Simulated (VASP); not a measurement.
# TePt (R-3m) in VASP: notebook

The runs below take TePt through relaxation of cell and atoms, with PBEsol+D3(BJ).

All numbers are computed with VASP 6.6.1; they aren't measurements. Logs are shortened: lines on timing, memory, paths and dates and some standing lists are left out, and cuts for length are marked.

## Step 1: The structure

The structure is trigonal, space group R-3m (No. 166). Conventional cell: a = 3.963 Å, b = 3.963 Å, c = 19.983 Å, α = 90.00°, β = 90.00°, γ = 120.00°. Around Te (site symmetry 3m) lie 3 Pt at 2.59 Å. Around Pt (site symmetry 3m) lie 3 Te at 2.59 Å and 3 Pt at 2.72 Å.

## Step 2: Relaxation of cell and atoms, PBEsol+D3(BJ), collinear spin, ferromagnetic start

Input file INCAR:

```
SYSTEM = TePt
  PREC = Accurate
  ENCUT = 520
  EDIFF = 1E-7
  ISMEAR = 0
  SIGMA = 0.02
  LREAL = .False.
  LASPH = .True.
  NELM = 120
  ALGO = Normal
  ISIF = 3
  LWAVE = .False.
  LCHARG = .False.
  ISPIN = 2
  MAGMOM = 0 0 1 1
  LORBIT = 11
  LMAXMIX = 4
  GGA = PS
  IVDW = 12
  IBRION = 2
  NSW = 80
  EDIFFG = -0.002
```

Input file KPOINTS:

```
regular mesh
0
Gamma
  9 9 9
  0 0 0
```

Input file POSCAR:

```
TePt
1.0
    1.9815661300      1.1440577400      6.6610334800
   -1.9815661300      1.1440577400      6.6610334800
    0.0000000000     -2.2881154700      6.6610334800
Te Pt
2 2
Direct
    0.5980000000      0.5980000000      0.5980000000
    0.4020000000      0.4020000000      0.4020000000
    0.8703333300      0.8703333300      0.8703333300
    0.1296666700      0.1296666700      0.1296666700
```

Potentials or basis: VASP PAW PBE potentials, release 64 (Te, Pt).

On the command line:

```bash
cat potpaw_PBE.64/Te/POTCAR potpaw_PBE.64/Pt/POTCAR > POTCAR
mpirun -np 1 vasp_std > vasp.out
```

OUTCAR:

```text
SYSTEM = TePt
   PREC = Accurate
   ENCUT = 520
   EDIFF = 1E-7
   ISMEAR = 0
   LREAL = .False.
   LASPH = .True.
   NELM = 120
   ISIF = 3
   ISPIN = 2
   LORBIT = 11
   GGA = PS
   IVDW = 12
   IBRION = 2
   NSW = 80
   EDIFFG = -0.002
 IVDW          = 12

 ion  position               nearest neighbor table
   1  0.598  0.598  0.598-   3 2.59   3 2.59   3 2.59   4 3.54   4 3.54   4 3.54   2 3.57   2 3.57
                             2 3.57
   2  0.402  0.402  0.402-   4 2.59   4 2.59   4 2.59   3 3.54   3 3.54   3 3.54   1 3.57   1 3.57
                             1 3.57
   3  0.870  0.870  0.870-   1 2.59   1 2.59   1 2.59   4 2.72   4 2.72   4 2.72   2 3.54   2 3.54
                             2 3.54
   4  0.130  0.130  0.130-   2 2.59   2 2.59   2 2.59   3 2.72   3 2.72   3 2.72   1 3.54   1 3.54
                             1 3.54

  LATTYP: Found a trigonal (rhomboedric) cell.
 ALAT       =     7.0430703150
 COS(alpha) =     0.8416846275

  Lattice vectors:

 A1 = (   1.9815661300,   1.1440577400,   6.6610334800)
 A2 = (  -1.9815661300,   1.1440577400,   6.6610334800)
 A3 = (   0.0000000000,  -2.2881154700,   6.6610334800)

Analysis of symmetry for initial positions (statically):
=====================================================================
 Subroutine PRICEL returns:
 Original cell was already a primitive cell.

 Routine SETGRP: Setting up the symmetry group for a
 trigonal (rhombohedral) supercell.

 Subroutine GETGRP returns: Found 12 space group operations
 (whereof 12 operations were pure point group operations)
 out of a pool of 12 trial point group operations.

The static configuration has the point symmetry D_3d.

Analysis of symmetry for dynamics (positions and initial velocities):
=====================================================================
 Subroutine PRICEL returns:
 Original cell was already a primitive cell.

 Routine SETGRP: Setting up the symmetry group for a
 trigonal (rhombohedral) supercell.

 Subroutine GETGRP returns: Found 12 space group operations
 (whereof 12 operations were pure point group operations)
 out of a pool of 12 trial point group operations.

The dynamic configuration has the point symmetry D_3d.

Analysis of structural, dynamic, and magnetic symmetry:
=====================================================================
 Subroutine PRICEL returns:
 Original cell was already a primitive cell.

 Routine SETGRP: Setting up the symmetry group for a
 trigonal (rhombohedral) supercell.

 Subroutine GETGRP returns: Found 12 space group operations
 (whereof 12 operations were pure point group operations)
 out of a pool of 12 trial point group operations.

The overall configuration has the point symmetry D_3d.

 Subroutine INISYM returns: Found 12 space group operations
 (whereof 12 operations are pure point group operations),
 and found     1 'primitive' translations

----------------------------------------------------------------------------------------

                                     Primitive cell

  volume of cell :      90.6044

  direct lattice vectors                    reciprocal lattice vectors
     1.981566130  1.144057740  6.661033480     0.252325669  0.145680293  0.050042285
    -1.981566130  1.144057740  6.661033480    -0.252325669  0.145680293  0.050042285
     0.000000000 -2.288115470  6.661033480     0.000000000 -0.291360587  0.050042285

  length of vectors
     7.043070315  7.043070315  7.043070312     0.295626828  0.295626828  0.295626828

  position of ions in fractional coordinates (direct lattice)
     0.598000000  0.598000000  0.598000000
     0.402000000  0.402000000  0.402000000
     0.870333330  0.870333330  0.870333330
     0.129666670  0.129666670  0.129666670

  ion indices of the primitive-cell ions
   primitive index   ion index
                 1           1
                 2           2
                 3           3
                 4           4

----------------------------------------------------------------------------------------

 KPOINTS: regular mesh

Automatic generation of k-mesh.
 Grid dimensions read from file:
 generate k-points for:    9    9    9

 Generating k-lattice:

  Cartesian coordinates                     Fractional coordinates (reciprocal lattice)
     0.028036185  0.016186699  0.005560254     0.111111111 -0.000000000  0.000000000
    -0.028036185  0.016186699  0.005560254    -0.000000000  0.111111111  0.000000000
     0.000000000 -0.032373399  0.005560254     0.000000000  0.000000000  0.111111111

  Length of vectors
     0.032847425  0.032847425  0.032847425

  Shift w.r.t. Gamma in fractional coordinates (k-lattice)
     0.000000000  0.000000000  0.000000000

 Subroutine IBZKPT returns following result:
 ===========================================

 Found     85 irreducible k-points:

 Following reciprocal coordinates:
            Coordinates               Weight
  0.000000  0.000000  0.000000      1.000000
  0.111111 -0.000000 -0.000000      6.000000
  0.222222 -0.000000  0.000000      6.000000
  0.333333  0.000000  0.000000      6.000000
  0.444444 -0.000000  0.000000      6.000000
  0.111111  0.111111 -0.000000      6.000000
[... 16 lines left out ...]
 -0.333333  0.333333  0.000000      6.000000
  0.444444  0.444444  0.000000      6.000000
 [... further k-points ...]
   k-points           NKPTS =     85   k-points in BZ     NKDIM =     85   number of bands    NBANDS=     21
   number of dos      NEDOS =    301   number of ions     NIONS =      4
   total plane-waves  NPLWV = 157464
   dimension x,y,z NGX =    54 NGY =   54 NGZ =   54
   dimension x,y,z NGXF=   108 NGYF=  108 NGZF=  108
   ions per type =               2   2
   NGX,Y,Z   is equivalent  to a cutoff of  12.75, 12.75, 12.75 a.u.
   NGXF,Y,Z  is equivalent  to a cutoff of  25.49, 25.49, 25.49 a.u.
 SYSTEM =  TePt
   PREC   = accura    normal or accurate (medium, high low for compatibility)
   ISTART =      0    job   : 0-new  1-cont  2-samecut
   ICHARG =      2    charge: 1-file 2-atom 10-const
   ISPIN  =      2    spin polarized calculation?
   LNONCOLLINEAR =      F non collinear calculations
   LSORBIT =      F    spin-orbit coupling
   LASPH  =      T    aspherical Exc in radial PAW
   ENCUT  =  520.0 eV  38.22 Ry    6.18 a.u.  13.10 13.10 13.10*2*pi/ulx,y,z
   NELM   =    120;   NELMIN=  2; NELMDL= -5     # of ELM steps
   EDIFF  = 0.1E-06   stopping-criterion for ELM
   LREAL  =      F    real-space projection
   EDIFFG = -.2E-02   stopping-criterion for IOM
   NSW    =     80    number of steps for IOM
   IBRION =      2    ionic relax: 0-MD 1-quasi-New 2-CG
   NFREE  =      1    steps in history (QN), initial steepest desc. (CG)
   ISIF   =      3    stress and relaxation
   ISYM   =      2    0-nonsym 1-usesym 2-fastsym
   POTIM  = 0.5000    time-step for ionic-motion
   TEBEG  =    0.0;   TEEND  =   0.0 temperature during run
   PSTRESS=    0.0 pullay stress
   NELECT =      32.0000    total number of electrons
   NUPDOWN=      -1.0000    fix difference up-down
   EMIN   =  10.00;   EMAX   =-10.00  energy-range for DOS
   EFERMI =   0.00;   METHOD = LEGACY
   ISMEAR =     0;   SIGMA  =   0.02  broadening in eV -4-tet -1-fermi 0-gaus
   EFERMI_NEDOS =   21; number of points for ismear=-14 and -15
   IALGO  =     38    algorithm
   IMIX   =      4    mixing-type and parameters
     AMIX     =   0.40;   BMIX     =  1.00
     AMIX_MAG =   1.60;   BMIX_MAG =  1.00
  volume/ion in A,a.u.               =      22.65       152.86
  Fermi-wavevector in a.u.,A,eV,Ry     =   1.157200  2.186791 18.219718  1.339111
  Thomas-Fermi vector in A             =   2.293813
   LORBIT       =     11    0 simple, 1 ext, 2 COOP (PROOUT), +10 PAW based schemes
   GGA     = PS    functional components
   LHFCALC =     F    Hartree Fock is set to
   AEXX    =    0.0000 exact exchange contribution
   IVDW    =    12    specifies the selected vdW correction
   LEPSILON=     F    determine dielectric tensor
   LRPA    =     F    only Hartree local field effects (RPA)
 conjugate gradient relaxation of ions
 spin polarized calculation
 Gauss-broadening in eV      SIGMA  =   0.02
  energy-cutoff  :      520.00
  volume of cell :       90.60
 maximum number of plane-waves:      2461
 NGX is ok and might be reduce to    54
   NGX = 27   NGY = 27   NGZ = 27

--------------------------------------- Ionic step        1  -------------------------------------------

 number of electron      32.0000000 magnetization       0.0002147

 number of electron      32.0000000 magnetization      -0.0000597

 Free energy of the ion-electron system (eV)
  ---------------------------------------------------
  ext. energy  EPLUGINS =         0.00000000
  ---------------------------------------------------
  free energy    TOTEN  =       -22.35648618 eV

  energy without entropy =      -22.35605970  energy(sigma->0) =      -22.35627294

------------------------ aborting loop because EDIFF is reached ----------------------------------------

 Edisp (eV)   -2.19851

 E8    (eV) :    -1.4955
[... 115 lines left out ...]
  FREE ENERGIE OF THE ION-ELECTRON SYSTEM (eV)
  ---------------------------------------------------
  free  energy   TOTEN  =       -24.5997233052 eV

  energy  without entropy=      -24.5993830519  energy(sigma->0) =      -24.59955318

[... ionic steps 4 to 16 ...]

--------------------------------------- Ionic step       17  -------------------------------------------

 number of electron      32.0000000 magnetization      -0.0000000

 number of electron      32.0000000 magnetization       0.0000000
[... 81 lines left out ...]
--------------------------------------- Ionic step       19  -------------------------------------------

 number of electron      32.0000000 magnetization      -0.0000000

 Free energy of the ion-electron system (eV)
  ---------------------------------------------------
  ext. energy  EPLUGINS =         0.00000000
  ---------------------------------------------------
  free energy    TOTEN  =       -22.29298901 eV

  energy without entropy =      -22.29213756  energy(sigma->0) =      -22.29256328

 E-fermi :   9.1595     XC(G=0): -11.4001

 val. band max:        9.1532707284   @ k =  -0.2222   0.3333   0.2222
 cond. band min:       9.1683354722   @ k =  -0.4444   0.3333   0.2222
 fundamental gap:      0.0150647438
 Fermi energy:         9.1594621984

 spin component 1

 k-point     1 :       0.0000    0.0000    0.0000
  band No.  band energies     occupation
      1      -4.5994      1.00000
      2      -2.5757      1.00000
      3       1.9261      1.00000
      4       3.4858      1.00000
      5       3.4858      1.00000
      6       4.2299      1.00000
[... 565 lines left out ...]
     20      14.1872      0.00000
     21      14.7830      0.00000

 [... further k-points ...]

 spin component 2

 k-point     1 :       0.0000    0.0000    0.0000
  band No.  band energies     occupation
      1      -4.5994      1.00000
      2      -2.5757      1.00000
      3       1.9261      1.00000
      4       3.4858      1.00000
      5       3.4858      1.00000
      6       4.2299      1.00000
[... 565 lines left out ...]
     20      14.1872      0.00000
     21      14.7830      0.00000

 [... further k-points ...]

------------------------ aborting loop because EDIFF is reached ----------------------------------------

 Edisp (eV)   -2.34783

 E8    (eV) :    -1.5974
[... 27 lines left out ...]
  FREE ENERGIE OF THE ION-ELECTRON SYSTEM (eV)
  ---------------------------------------------------
  free  energy   TOTEN  =       -24.6408169953 eV

  energy  without entropy=      -24.6399655434  energy(sigma->0) =      -24.64039127

 reached required accuracy - stopping structural energy minimisation

 total charge

# of ion       s       p       d       tot
------------------------------------------
    1        1.393   1.858   0.102   3.353
    2        1.393   1.858   0.102   3.353
    3        0.698   0.621   8.163   9.482
    4        0.698   0.621   8.163   9.482
--------------------------------------------------
tot          4.182   4.957  16.530  25.669

 magnetization (x)

# of ion       s       p       d       tot
------------------------------------------
    1       -0.000   0.000  -0.000   0.000
    2       -0.000   0.000  -0.000   0.000
    3       -0.000  -0.000  -0.000  -0.000
    4       -0.000  -0.000  -0.000  -0.000
--------------------------------------------------
tot         -0.000   0.000  -0.000  -0.000
```

Wall time 89 min (1 thread of Intel Xeon 6975P-C (Granite Rapids), shared host); peak memory 0.72 GiB.

What came out:

```
Free energy                                           : -24.6408 eV
Relaxed volume                                        : 21.25 Å³/atom
Relaxed cell                                          : a = 6.783 Å, b = 6.783 Å, c = 6.783 Å, α = 33.58°, β = 33.58°, γ = 33.58°
Space group after relaxing (to 0.05 Å)                : R-3m (No. 166)
Energy gained by relaxing                             : 21.5 meV/atom
Ionic steps                                           : 19
Pressure after relaxing                               : 0.0 GPa
Band gap on the k mesh                                : none (metal or under the smearing width)
Net moment                                            : 0.00 μB per cell
Valence electrons inside the program's atomic spheres : Te 3.35; Pt 9.48
Dispersion energy per atom                            : -0.587 eV
```

Step by step:
| step | energy change (eV) | largest force (eV/Å) | pressure (GPa) | volume (Å³) |
| --- | --- | --- | --- | --- |
| 1 | 0.0000 | 0.1506 | -4.48 | 90.60 |
| 2 | 0.1000 | 1.3139 | 10.00 | 82.55 |
| 3 | -0.0447 | 0.4588 | -0.01 | 87.60 |
| 4 | -0.0637 | 0.2879 | -0.04 | 86.90 |
| 5 | -0.0729 | 0.3308 | 0.08 | 85.95 |
| 6 | -0.0823 | 0.1412 | -0.48 | 85.77 |
| 7 | -0.0840 | 0.0130 | -0.82 | 85.65 |
| 8 | -0.0773 | 0.1710 | 2.00 | 83.80 |
| 9 | -0.0853 | 0.0423 | -0.02 | 85.10 |
| 10 | -0.0857 | 0.0238 | 0.03 | 85.04 |
| 11 | -0.0857 | 0.0369 | 0.09 | 84.97 |
| 12 | -0.0858 | 0.0222 | 0.07 | 85.00 |
| 13 | -0.0857 | 0.0134 | -0.18 | 85.12 |
| 14 | -0.0858 | 0.0178 | -0.05 | 85.05 |
| 15 | -0.0858 | 0.0037 | 0.01 | 85.01 |
| 16 | -0.0858 | 0.0039 | 0.02 | 85.01 |
| 17 | -0.0858 | 0.0029 | -0.03 | 85.03 |
| 18 | -0.0858 | 0.0024 | 0.01 | 85.02 |
| 19 | -0.0858 | 0.0017 | 0.00 | 85.02 |

Final structure:
```
Te Pt
1.0
     1.95916    1.13112    6.39426
    -1.95916    1.13112    6.39426
     0.00000   -2.26224    6.39426
Te Pt
2 2
Direct
  0.60206 0.60206 0.60206
  0.39794 0.39794 0.39794
  0.87090 0.87090 0.87090
  0.12910 0.12910 0.12910
```

Caveat: the PAW data sets were made with another functional, which shifts forces and pressure a little; pairwise dispersion overbinds metals, which lowers pressure and volume. The run has no spin-orbit coupling, so splittings on Pt, Te are missing.

## Step 3: Relaxation of cell and atoms, PBEsol+D3(BJ), collinear spin, ferromagnetic start

This run uses another cell than the first one, of 21.25 Å³/atom, 0.938 times its volume.

INCAR is that of step 2.

KPOINTS is that of step 2.

Input file POSCAR:

```
TePt                                    
1.0
    1.9591600952      1.1311216097      6.3942631497
   -1.9591600952      1.1311216097      6.3942631497
    0.0000000000     -2.2622432098      6.3942631498
  Te              Pt            
     2     2
Direct
     0.6020605307681353    0.6020605307681353    0.6020605307681601
     0.3979394692318649    0.3979394692318649    0.3979394692318399
     0.8708966611974666    0.8708966611974666    0.8708966611974566
     0.1291033388025336    0.1291033388025336    0.1291033388025436
```

Potentials or basis: VASP PAW PBE potentials, release 64 (Te, Pt).

On the command line:

```bash
cat potpaw_PBE.64/Te/POTCAR potpaw_PBE.64/Pt/POTCAR > POTCAR
mpirun -np 1 vasp_std > vasp.out
```

It took 7.7 min on 1 thread of Intel Xeon 6975P-C (Granite Rapids), shared host; peak memory 0.58 GiB.

It converged, with:

```
Free energy                                           : -24.6391 eV
Pressure after relaxing                               : 0.0 GPa
Band gap on the k mesh                                : none (metal or under the smearing width)
Net moment                                            : 0.00 μB per cell
Valence electrons inside the program's atomic spheres : Te 3.35; Pt 9.48
Dispersion energy per atom                            : -0.587 eV
```

Final structure:
```yaml
crystal:
  lattice:
    - [1.95916, 1.13112, 6.39426]
    - [-1.95916, 1.13112, 6.39426]
    - [0.00000, -2.26224, 6.39426]
  atoms:
    - { symbol: Te, position: [0.60206, 0.60206, 0.60206] }
    - { symbol: Te, position: [0.39794, 0.39794, 0.39794] }
    - { symbol: Pt, position: [0.87090, 0.87090, 0.87090] }
    - { symbol: Pt, position: [0.12910, 0.12910, 0.12910] }
```

Levels at points of the mesh, in eV from the Fermi level:
Spin up:
```csv
k point,band 14,band 15,band 16,band 17,band 18,band 19
"(0.00, 0.00, 0.00)",0.50,0.50,1.10,1.41,3.09,3.09
```
Spin down:
| k point | band 12 | band 13 | band 14 | band 15 | band 16 | band 17 | band 18 | band 19 | band 20 | band 21 |
| --- | --- | --- | --- | --- | --- | --- | --- | --- | --- | --- |
| (0.00, 0.00, 0.00) | -1.95 | -1.73 | 0.50 | 0.50 | 1.10 | 1.41 | 3.09 | 3.09 | 4.78 | 6.31 |

Caveat: the relaxation stopped at its first step, so nothing moved; the PAW data sets were made with another functional, which shifts forces and pressure a little; pairwise dispersion overbinds metals, which lowers pressure and volume. Spin-orbit coupling is left out, which matters for the levels of Pt, Te.
